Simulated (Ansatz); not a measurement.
# Quasi-harmonic thermodynamics of AlAs (F-43m)

How much does AlAs expand with temperature?

Measurements to reproduce:
- heat capacity C_P per formula unit 45.8 J/mol/K and bulk modulus 77 GPa near room temperature (given in “High-Throughput Prediction of Finite-Temperature Properties using the Quasi-Harmonic Approximation”, 2016, arXiv:1603.06924)

Main program and level: Ansatz 0.2.0; DFT LDA, scalar-relativistic, plane waves, PAW.

### 1. The structure

Symmetry: F-43m, No. 216, cubic system. The conventional cell has a = 5.661 Å, b = 5.661 Å, c = 5.661 Å, α = 90.00°, β = 90.00°, γ = 90.00°. Al has 4 As at 2.45 Å nearest. Nearest to As lie 4 Al at 2.45 Å. Farther neighbours are not listed.

Structure file:

```cif
data_structure
_symmetry_space_group_name_H-M 'P 1'
_symmetry_Int_Tables_number 1
_cell_length_a 4.0028
_cell_length_b 4.0028
_cell_length_c 4.0028
_cell_angle_alpha 60.000
_cell_angle_beta 60.000
_cell_angle_gamma 60.000
_cell_volume 45.35
loop_
_atom_site_label
_atom_site_type_symbol
_atom_site_fract_x
_atom_site_fract_y
_atom_site_fract_z
_atom_site_occupancy
Al1 Al 0.00000 0.00000 0.00000 1
As2 As 0.25000 0.25000 0.25000 1
```

### 2. Probe on a coarse mesh

Before spending time, one coarse run tells the gap and the pressure of the starting cell.

File input.yaml:

```yaml
crystal:
  lattice:
    - [0.0, 2.8304, 2.8304]
    - [2.8304, 0.0, 2.8304]
    - [2.8304, 2.8304, 0.0]
  atoms:
    - { symbol: Al, position: [0.0, 0.0, 0.0] }
    - { symbol: As, position: [0.25, 0.25, 0.25] }
kpoints:
  mp_grid: { grid: [6, 6, 6] }
hamiltonian:
  xc: lda
scf:
  occupations: { method: gaussian, width: 0.1 }
  lower_state_search: "off"
output:
  forces: true
  stress: true
  eigenvalues: true
```

Command:

```
$ ansatz run input.yaml --threads 4 --pin off --max-ram 16384MiB --backend cpu --events-out ev --progress --plain --runs-dir out
```

Numbers of over 12 decimals in the logs are rounded to 6 here.

The program printed:

```text
Engine: ansatz 0.2.0, aarch64-unknown-linux-gnu
Pseudopotentials: kind: paw
Pseudopotential: Al, paw, valence charge 3, recommended cutoff 420 eV (normal), Al.paw.azcp
Pseudopotential: As, paw, valence charge 15, recommended cutoff 420 eV (normal), As.paw.azcp
Functional definition: SPW92
  exchange = slater_x
  correlation = pw_c
Crystal: 2 atoms, lattice volume = 45.350 Å³
Basis set: ecut = 420 eV, 893 PW (Γ)
Bands: 13, of which v1, the nominal top of the filled ones, is band 9 counted from 1 (8 counted from 0)
Symmetry: 24 space group operations
Space group: F-43m (ITA 216), of the structure as read, at distance tolerance 3.6e-5 Å
k-points: 16 of 216 (time reversal used)
Non-local potential: Al, projectors of the file, l = 0: 2, l = 1: 2, l = 2: 1
Non-local potential: As, projectors of the file, l = 0: 2, l = 1: 2, l = 2: 3, l = 3: 1
PAW form: soft (Blöchl's): semilocal exchange-correlation on the pseudo side does not see the compensation charge
PAW frozen core: Al, regenerated for the run's functional, and the local potential with it (the file was generated under x = pbe(κ = 0.804, μ = 0.219515), c = pbe(β = 0.066725))
PAW frozen core: As, regenerated for the run's functional, and the local potential with it (the file was generated under x = pbe(κ = 0.804, μ = 0.219515), c = pbe(β = 0.066725))
PAW one-centre angular grid: Al, 110 points (default); XC on 64 Gauss nodes
PAW one-centre angular grid: As, 590 points (default); XC on 64 Gauss nodes
Initial density: superposition of atomic densities (neutral atoms: chi_scale 0, normalization atom), corrected by the library's trained network
Initial wavefunctions: pseudopotential atomic-orbital guess
Functional: x = slater, c = lda
SCF iter   1: F=—  HF=-5287.476707 eV  |F-HF|=—  |Δ(HF+E_count)|=         —  Δρ=3.90e-3  dr2=3.54e-3  ethr=1.77e-3  ⟨swp⟩=5.2  Hψ=1214  notcnv=0
preconditioner: auto → none  [insulator: Δε(μ)=1.341 eV  Ē_g=9.854 eV  σ=0.100 eV  W_gap=1.00  n_scr=14 (ndim 8)  ℏωp=15.6 eV  f_vac=0.006  D(μ)=0.00/eV (n_scr^D=0)  ε∞_Penn≈3.5]
SCF iter   2: F=—  HF=-5287.475766 eV  |F-HF|=—  |Δ(HF+E_count)|=   9.40e-4  Δρ=1.93e-3  dr2=7.91e-4  ethr=1.97e-5  ⟨swp⟩=1.4  Hψ=353  notcnv=0
SCF iter   3: F=—  HF=-5287.475659 eV  |F-HF|=—  |Δ(HF+E_count)|=   1.07e-4  Δρ=1.35e-4  dr2=8.36e-6  ethr=4.39e-6  ⟨swp⟩=1.4  Hψ=244  notcnv=0
SCF iter   4: F=—  HF=-5287.475657 eV  |F-HF|=—  |Δ(HF+E_count)|=   2.70e-6  Δρ=1.42e-5  dr2=6.59e-8  ethr=4.64e-8  ⟨swp⟩=2.0  Hψ=349  notcnv=0
iter 5 did not close the SCF: its close was put off for the readings that it lacked (scf_convergence_deferred on its scf_iter line)
SCF iter   5: F=-5287.475656 eV  HF=-5287.475656 eV  |F-HF|=4.27e-8  |Δ(HF+E_count)|=   3.41e-7  Δρ=1.03e-5  dr2=2.54e-8  ethr=3.66e-10  ⟨swp⟩=2.0  Hψ=352  notcnv=0
SCF iter   6: F=-5287.475656 eV  HF=-5287.475656 eV  |F-HF|=9.48e-9  |Δ(HF+E_count)|=   1.51e-8  Δρ=2.96e-6  dr2=5.48e-9  ethr=1.41e-10  ⟨swp⟩=2.0  Hψ=711  notcnv=0
SCF 1 converged in 6 iterations: F = -5287.475656 eV  dr2 = 5.48e-9
  greatest PAW one-centre occupation: 0.999 electrons in one spin orbital (limit 2), on the As atom at site 1 (counted from 0), in its partial waves of l = 2
SCF converged after 6 iterations
Free energy (F): -5287.475656 eV
Harris-Foulkes:  -5287.475656 eV  (|F-HF|=9.48e-9)
Internal energy: -5287.475656 eV  (E = F + TS)
E sigma→0 (E₀):  -5287.475656 eV
Fermi energy:    6.799699 eV
--- Per-component energies (eV) ---
  E_band       = -272.305807
  E_kinetic    = 127.364220
  E_local      = -2122.671832  (includes V_loc(G=0)·N_el)
  E_nonlocal   = -654.139852
  E_hartree    = 1132.046475
  E_xc         = -118.396404
  E_vxc        = -109.058343  (∫ρ·V_xc dr)
  E_paw        = -2197.473157  (= ΣΔE_a)
  E_vpaw       = 222.103522  (= ΣTr[D̂ρ^β])
  E_aug_tail   = 0.000005  (compensation charges beyond the density's cutoff)
  E_ewald      = -1456.336059
  E_core_change = 2.130947  (= ΣΔE_core)
  E_smearing   = -0.000000  (= −TS)
  E_closure    = 0.000000  (closes the sum)
  Σ components = -5287.475656   (vs F -5287.475656, Δ=0.00e0)
--- Forces (eV/Å), atoms counted from 1 ---
  atom   1  Al     0.00000000    -0.00000000     0.00000000
  atom   2  As    -0.00000000    -0.00000000     0.00000000
  max |Σ_I F_I| component: 1.90e-16 eV/Å
--- Stress (GPa, compression-positive) ---
       -1.216580      -0.000000      -0.000000
       -0.000000      -1.216580       0.000000
       -0.000000       0.000000      -1.216580
  P = ⅓ Tr σ = -1.2166 GPa (-12.166 kbar)
--- Band table (eV; the first three rows and the last of 16) ---
  k-point 0: bands = [... 5 lower, -5.7833, 6.1267, 6.1267, 6.1267, 7.9732, 10.3891, 10.3891, 10.3891]
  k-point 1: bands = [... 5 lower, -5.5169, 3.9968, 5.8652, 5.8652, 8.8152, 10.8216, 10.8216, 11.2226]
  k-point 2: bands = [... 5 lower, -4.8444, 1.6115, 5.4673, 5.4673, 8.3690, 10.9571, 10.9571, 13.4799]
  k-point 15: bands = [... 5 lower, -3.8142, 0.9288, 3.1818, 3.4325, 9.2190, 10.1660, 13.1608, 13.8765]
```

It took 0.35 s on 4 threads of Arm Neoverse V2, shared host; peak memory 0.28 GiB; 0.91 s of CPU time.

Numbers from this step:

| Property | Result |
| --- | --- |
| pressure | -1.217 GPa |
| gap on the k-mesh | 1.346 eV |
| volume per atom | 22.67 Å³/atom |

The start is under -1.2 GPa at this level and looks like an insulator or semiconductor on this mesh.

### 3. Relaxation

Phonons are second derivatives about a minimum, so cell and atoms are relaxed first, inside the symmetry of the start.

input.yaml, the sections that differ from step 2:

```yaml
kpoints:
  mp_grid: { grid: [8, 8, 8] }
scf:
  occupations: { method: gaussian, width: 0.02 }
  lower_state_search: "off"
relax:
  adjacent_minimum: "off"
  f_tol: 0.005
  max_steps: 80
  cell: { stress_tol: 0.05 }
# crystal, hamiltonian, output: as in step 2
```

The program printed:

```text
[...]
Crystal: 2 atoms, lattice volume = 45.350 Å³
Basis set: ecut = 420 eV, 893 PW (Γ)
Bands: 13, of which v1, the nominal top of the filled ones, is band 9 counted from 1 (8 counted from 0)
Symmetry: 24 space group operations
[...]
k-points: 29 of 512 (time reversal used)
[...]
SCF iter   1: F=—  HF=-5287.488110 eV  |F-HF|=—  |Δ(HF+E_count)|=         —  Δρ=4.01e-3  dr2=4.03e-3  ethr=1.77e-3  ⟨swp⟩=6.0  Hψ=2368  notcnv=0
[...]
SCF iter   6: F=-5287.487017 eV  HF=-5287.487017 eV  |F-HF|=3.37e-10  |Δ(HF+E_count)|=   3.83e-8  Δρ=2.73e-6  dr2=1.70e-9  ethr=1.67e-10  ⟨swp⟩=2.0  Hψ=1271  notcnv=0
SCF 1 converged in 6 iterations: F = -5287.487017 eV  dr2 = 1.70e-9
[...]
relax step   1: F+E_penalty+E_count = -5287.48701721 eV  Δ(F+E_penalty+E_count) = +0.000e0 eV  max|allowed force component| = 9.946e-17 eV/Å  Δτ_max = 0.0000 Å  P = -1.229 GPa  Ω = 45.350 Å³  (6 SCF iters, dr2 threshold 1.00e-7 eV, accepted)
Crystal: 2 atoms, lattice volume = 44.691 Å³
[...]
iter 1 solved again at ethr=2.09e-6 eV; its pass at ethr=3.10e-3 eV (dr2=3.76e-4 eV) is discarded
[...]
SCF iter   4: F=-5287.490044 eV  HF=-5287.490044 eV  |F-HF|=4.07e-8  |Δ(HF+E_count)|=   1.77e-6  Δρ=2.22e-5  dr2=1.36e-7  ethr=1.11e-9  ⟨swp⟩=3.2  Hψ=1598  notcnv=0
SCF 2 converged in 4 iterations: F = -5287.490044 eV  dr2 = 1.36e-7
relax step   2: F+E_penalty+E_count = -5287.49004406 eV  Δ(F+E_penalty+E_count) = -3.027e-3 eV  max|allowed force component| = 2.989e-17 eV/Å  Δτ_max = 0.0000 Å  P = -0.163 GPa  Ω = 44.691 Å³  energy of the carried Pulay correction = +1.368e-4 eV  (4 SCF iters, dr2 threshold 2.00e-7 eV, accepted)
Crystal: 2 atoms, lattice volume = 44.592 Å³
[...]
SCF iter   4: F=-5287.490114 eV  HF=-5287.490114 eV  |F-HF|=8.11e-10  |Δ(HF+E_count)|=   5.49e-8  Δρ=3.66e-6  dr2=3.58e-9  ethr=3.69e-10  ⟨swp⟩=4.0  Hψ=1135  notcnv=0
SCF 3 converged in 4 iterations: F = -5287.490114 eV  dr2 = 3.58e-9
relax step   3: F+E_penalty+E_count = -5287.49011388 eV  Δ(F+E_penalty+E_count) = -6.982e-5 eV  max|allowed force component| = 4.008e-17 eV/Å  Δτ_max = 0.0000 Å  P = +0.004 GPa  Ω = 44.592 Å³  energy of the carried Pulay correction = +1.575e-4 eV  (4 SCF iters, dr2 threshold 6.63e-8 eV, accepted)
[...]
SCF iter   5: F=-5287.489962 eV  HF=-5287.489962 eV  |F-HF|=9.09e-13  |Δ(HF+E_count)|=  2.91e-11  Δρ=4.79e-8  dr2=3.56e-13  ethr=1.00e-12  ⟨swp⟩=5.0  Hψ=1360  notcnv=0
SCF 4 converged in 5 iterations: F = -5287.489962 eV  dr2 = 3.56e-13
relax step   4: F+E_penalty+E_count = -5287.48996165 eV  Δ(F+E_penalty+E_count) = +1.522e-4 eV  max|allowed force component| = 2.371e-17 eV/Å  Δτ_max = 0.0000 Å  P = -0.000 GPa  Ω = 44.592 Å³  stress off target by 6.25e-5 GPa  SCF on the basis re-selected at this cell (its energy is not comparable with the rows above)  (5 SCF iters)
basis re-selected at this cell: Δ(F+E_penalty+E_count) = +1.522e-4 eV, ΔP = -0.005 GPa vs the last step (what re-selecting the basis moved, of the pressure what is left beyond the Pulay correction that the steps carried, after the strain that the cell walked since its last selection, with what the two solves' SCF thresholds leave and, on support functions, any second-order correction that the steps lacked; it is no m [...]
SCF converged after 5 iterations
Free energy (F): -5287.489962 eV
[...]
Internal energy: -5287.489962 eV  (E = F + TS)
E sigma→0 (E₀):  -5287.489962 eV
Fermi energy:    6.967843 eV
[...]
--- Stress (GPa, compression-positive) ---
       -0.000063       0.000000       0.000000
        0.000000      -0.000063       0.000000
        0.000000       0.000000      -0.000063
  P = ⅓ Tr σ = -0.0001 GPa (-0.001 kbar)
--- Band table (eV; the first three rows and the last of 29) ---
  k-point 0: bands = [... 5 lower, -5.6979, 6.3061, 6.3061, 6.3061, 8.2878, 10.6025, 10.6025, 10.6025]
  k-point 1: bands = [... 5 lower, -5.5427, 4.8471, 6.1435, 6.1435, 9.0571, 10.8867, 10.8867, 10.9905]
  k-point 2: bands = [... 5 lower, -5.1118, 2.8633, 5.8231, 5.8231, 8.8724, 11.2230, 11.2230, 12.7303]
  k-point 28: bands = [... 5 lower, -3.6656, 1.1726, 3.0531, 3.4215, 10.5672, 11.9653, 11.9919, 12.3132]
--- Relaxed structure (3 steps of the walk, 3 accepted, 1 SCFs on fresh bases) ---
  F+E_penalty+E_count = -5287.48996165 eV   max|allowed force component| = 2.371e-17 eV/Å   (the final SCF, on the basis selected at the relaxed cell)
  cell:  # Å, volume = 44.5917 Å³
    - [0, 2.814545, 2.814545]
    - [2.814545, 0, 2.814545]
    - [2.814545, 2.814545, 0]
  atoms:
    - { symbol: Al, position: [0, 0, 0] }
    - { symbol: As, position: [0.25, 0.25, 0.25] }
```

The job ended after 1.8 s (4 threads; peak memory 0.33 GiB; 5.9 s of CPU time).

Step by step:

```csv
step,energy less that of the first step (eV),largest force component (eV/Å),pressure (GPa),volume (Å³)
1,0.0000,0.0000,-1.23,45.35
2,-0.0030,0.0000,-0.16,44.69
3,-0.0031,0.0000,0.00,44.59
4*,-0.0029,0.0000,0.00,44.59
```

Relaxation steps marked * repeat the geometry before them on a plane-wave basis chosen anew for their cell, so energy and pressure can jump there.

The run keeps the 24 symmetry operations that it works with, so distortions that break them were not tested.

```csv
"conventional cell, symmetrised",before,after,change
a (Å),5.661,5.629,-0.6 %
b (Å),5.661,5.629,-0.6 %
c (Å),5.661,5.629,-0.6 %
volume (Å³/atom),22.67,22.30,-1.7 %
```

Final coordinates:

```
Al As
1.0
     0.00000    2.81454    2.81454
     2.81454    0.00000    2.81454
     2.81454    2.81454    0.00000
Al As
1 1
Direct
  0.00000 0.00000 0.00000
  0.25000 0.25000 0.25000
```

This step gave:

```
pressure          : -6.25e-5 GPa
gap on the k-mesh : 1.323 eV
volume per atom   : 22.30 Å³/atom
```

The relaxation ends with a pressure of 0.00 GPa.

### 4. Tight relaxation

The thresholds are tightened for a last relaxation ahead of the phonons, and where mesh or smearing change with them the cell follows.

input.yaml, the sections that differ from step 3:

```yaml
crystal:
  lattice:
    - [0.0, 2.8145445165, 2.8145445165]
    - [2.8145445165, 0.0, 2.8145445165]
    - [2.8145445165, 2.8145445165, 0.0]
  atoms:
    - { symbol: Al, position: [0.0, 0.0, 0.0] }
    - { symbol: As, position: [0.25, 0.25, 0.25] }
scf:
  occupations: { method: fixed }
  lower_state_search: "off"
relax:
  adjacent_minimum: "off"
  f_tol: 0.001
  max_steps: 60
  cell: { stress_tol: 0.01 }
# kpoints, hamiltonian, output: as in step 3
```

The program printed:

```text
[...]
Crystal: 2 atoms, lattice volume = 44.592 Å³
Basis set: ecut = 420 eV, 893 PW (Γ)
Bands: 13, of which v1, the nominal top of the filled ones, is band 9 counted from 1 (8 counted from 0)
Symmetry: 24 space group operations
[...]
k-points: 29 of 512 (time reversal used)
[...]
k-point 28: bands = [... 5 lower, -3.6656, 1.1726, 3.0531, 3.4215, 10.5672, 11.9653, 11.9919, 12.3132]
--- Relaxed structure (1 steps of the walk, 1 accepted, 1 SCFs on fresh bases) ---
[...]
cell:  # Å, volume = 44.5917 Å³
    - [0.0, 2.8145445165, 2.8145445165]
    - [2.8145445165, 0.0, 2.8145445165]
    - [2.8145445165, 2.8145445165, 0.0]
  atoms:
    - { symbol: Al, position: [0.0, 0.0, 0.0] }
    - { symbol: As, position: [0.25, 0.25, 0.25] }
[key lines of the parts left out:]
SCF converged after 5 iterations
Free energy (F): -5287.489962 eV
Fermi energy:    6.306145 eV
P = ⅓ Tr σ = -0.0001 GPa (-0.001 kbar)
```

The job ended after 0.99 s (4 threads; peak memory 0.32 GiB).

Little changed from the start: no atom moved by 0.005 Å and no cell edge by 0.1 %.

This step gave:

```yaml
pressure: -6.21e-5 GPa
```

The residual pressure is -6.2e-5 GPa, small enough for phonons.

### 5. A new level, relaxed again

The functional, the potentials or the cutoff change, so the crystal is relaxed again at the new setting.

Changes to input.yaml since step 4:

```diff
@@ -19,2 +19,4 @@
   eigenvalues: true
+basis:
+  ecutwfc: 550.0
 relax:
```

A higher cutoff as a rule lowers the total energy; the question is whether the property still moves.

The program printed:

```text
[...]
Crystal: 2 atoms, lattice volume = 44.592 Å³
Basis set: ecut = 550 eV, 1291 PW (Γ)
Bands: 13, of which v1, the nominal top of the filled ones, is band 9 counted from 1 (8 counted from 0)
Symmetry: 24 space group operations
[...]
k-points: 29 of 512 (time reversal used)
[...]
k-point 28: bands = [... 5 lower, -3.6657, 1.1725, 3.0529, 3.4213, 10.5669, 11.9650, 11.9913, 12.3128]
--- Relaxed structure (1 steps of the walk, 1 accepted, 1 SCFs on fresh bases) ---
[...]
cell:  # Å, volume = 44.5917 Å³
    - [0.0, 2.8145445165, 2.8145445165]
    - [2.8145445165, 0.0, 2.8145445165]
    - [2.8145445165, 2.8145445165, 0.0]
  atoms:
    - { symbol: Al, position: [0.0, 0.0, 0.0] }
    - { symbol: As, position: [0.25, 0.25, 0.25] }
[key lines of the parts left out:]
SCF converged after 4 iterations
Free energy (F): -5287.491241 eV
Fermi energy:    6.306021 eV
P = ⅓ Tr σ = -0.0007 GPa (-0.007 kbar)
```

Elapsed: 1.3 s, on 4 threads; peak memory 0.35 GiB; 4.5 s of CPU time.

Little changed from the start: no atom moved by 0.005 Å and no cell edge by 0.1 %.

This step gave:

```yaml
pressure: -6.53e-4 GPa
```

The residual pressure is -6.5e-4 GPa, small enough for phonons.

(Part 1 of 3 ends here.)

[Logs are printed without paths, hosts, clocks, repeated set-up lines and the standing remarks that a program may print on its own settings, such as how far it seeks lower states.]

[Hosts, paths, dates, database ids (printed as entryN), source tags and the programs' standing remarks are cut or masked in the printed files.]

[A step with changed settings may run another functional than the one named; its input shows which.]
